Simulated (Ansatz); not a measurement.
CaB$_{6}$: computed properties

Method: DFT PBE, scalar-relativistic, plane waves, PAW (Ansatz 0.2.0).

Cutoff 420 eV; k points 8×8×8 on the computed 7-atom cell (Γ-centred); Gaussian smearing, width 0.01 eV; no spin polarisation.

The structure is relaxed at this level of theory with its symmetry kept. Whether it is the stable form of this composition wasn't checked.

Symmetry: Pm-3m, No. 221, cubic system. Conventional cell: a = 4.148 Å, b = 4.148 Å, c = 4.148 Å, α = 90.00°, β = 90.00°, γ = 90.00°. Ca (site symmetry m-3m) has 24 B at 3.05 Å as nearest neighbours. Around B (site symmetry 4mm) lie 5 B at 1.67 to 1.75 Å.

```
Volume per atom                                                   : 10.19 Å³
Formation energy from the elements' standard states (uncorrected) : -0.409 eV/atom
Kohn–Sham band gap                                                : zero, with almost no states at the Fermi level
Density of states at the Fermi level                              : 0.00 states/eV per cell (so small that it hangs on the mesh: a semimetal, or crossings between mesh points)
Löwdin character within 0.5 eV of the Fermi level                 : B 2p 87 %, unprojected 12 %
Bader charges (e)                                                 : Ca (1 in the cell) 1.54, B (6 in the cell) -0.26
```

The smearing is narrow for a metal on this mesh.

Cost: 1 run of about 0.72 core-minutes, on Arm Neoverse V2 (shared hosts).